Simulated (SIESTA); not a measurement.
Crystal: Al2Cu.

```xyz
3
Lattice="4.1052 0.0000 0.0000 0.0000 4.1052 0.0000 0.0000 0.0000 2.8913" Properties=species:S:1:pos:R:3 pbc="T T T"
Cu    0.0000    0.0000    0.0000
Al    0.0000    2.0526    1.4457
Al    2.0526    0.0000    1.4457
```

The cell comes from a database or a generator and needn't be the stable form of this composition.

Base run:

```yaml
Program: SIESTA 5.4.2
Functional: PBEsol
Potentials_or_basis: PseudoDojo 0.4 standard (PBEsol files)
Basis: SZP (energy shift 0.003 Ry)
Grid_cutoff: 800 Ry
Energy_shift: 0.003 Ry
k_mesh: 7 × 7 × 9
Occupations: fermi-dirac, width 0.05 eV
Spin: no spin polarisation
```

Its results: band gap on the k mesh none (metal or under the smearing width); pressure 1.6 GPa.

Task: After a change of settings the same cell gave: band gap on the k mesh none (metal or under the smearing width); pressure -2.0 GPa. Which change was it?
A. basis from SZP (energy shift 0.003 Ry) to SZ (energy shift 0.003 Ry)
B. basis from SZP (energy shift 0.003 Ry) to TZDP (energy shift 0.003 Ry; two zetas on semicore shells)
C. basis from SZP (energy shift 0.003 Ry) to DZ (energy shift 0.003 Ry; two zetas on semicore shells)

Result: B.

Caveats: short orbitals over semicore shells can move pressures by several GPa; the basis of atomic orbitals isn't converged, which shifts pressures, moduli and gaps.
